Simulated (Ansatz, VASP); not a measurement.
CdS: VASP beside Ansatz

File INCAR:

```
SYSTEM = CdS
ALGO = Normal
EDIFF = 1E-6
ENCUT = 520
GGA = PE
ISIF = 2
ISMEAR = 0
LASPH = .True.
LCHARG = .True.
LELF = .True.
LREAL = .False.
LVHAR = .True.
LWAVE = .False.
NBANDS = 16
NELM = 60
PREC = Accurate
SIGMA = 0.05
```

Contents of KPOINTS:

```
k-points
0
Gamma
  8 8 8
  0 0 0
```

Contents of POSCAR:

```
CdS
1.0
    0.0000000000      2.9100000000      2.9100000000
    2.9100000000      0.0000000000      2.9100000000
    2.9100000000      2.9100000000      0.0000000000
Cd S
1 1
Direct
    0.0000000000      0.0000000000      0.0000000000
    0.6953267953      0.7500000000      0.7500000000
```

Input for Ansatz:

```yaml
crystal:
  lattice:
    - [0.0, 2.91, 2.91]
    - [2.91, 0.0, 2.91]
    - [2.91, 2.91, 0.0]
  atoms:
    - { symbol: Cd, position: [0.0, 0.0, 0.0] }
    - { symbol: S, position: [0.6953267953, 0.75, 0.75] }
basis:
  ecutwfc: 420
kpoints:
  mp_grid: { grid: [8, 8, 8] }
hamiltonian:
  xc: pbe
scf:
  occupations: { method: gaussian, width: 0.05 }
output:
  forces: true
  stress: true
  eigenvalues: true
```

Change from the starting cell: all S atoms moved +0.225 Å, as atom 2 towards its neighbour atom 2 (S) at 4.115 Å.

Alike in both runs: task single point; functional PBE; k mesh 8 × 8 × 8; occupations gaussian, width 0.05 eV; no spin polarisation.

|  | VASP | Ansatz |
| --- | --- | --- |
| version | VASP 6.6.1 | Ansatz 0.2.0 |
| potentials or method | VASP PAW PBE potentials, release 64 (Cd, S) | scalar-relativistic, plane waves, PAW |
| plane-wave cutoff (eV) | 520 | 420 |
| valence electrons in the cell | 18 | 26 |

Ansatz gave:

- gap on the k mesh at the Fermi level (eV): 1.16
- least direct gap on the mesh (eV): 1.16
- pressure (GPa): 4.6
- largest component of the traceless stress (GPa): 4.01
- rms of the force components (eV/Å): 0.798

Problem. Estimate VASP's values.

Solution. gap on the k mesh at the Fermi level (eV): 1.17; least direct gap on the mesh (eV): 1.17; pressure (GPa): 5.0; largest component of the traceless stress (GPa): 4.16; rms of the force components (eV/Å): 0.819.

Atom by atom the forces differ by 0.021 eV/Å (rms over components). The two sets of potentials don't hold the same shells in valence.

Caveats: forces of over 1 eV/Å show positions far from the minimum, so gaps and moduli don't describe the material at rest.
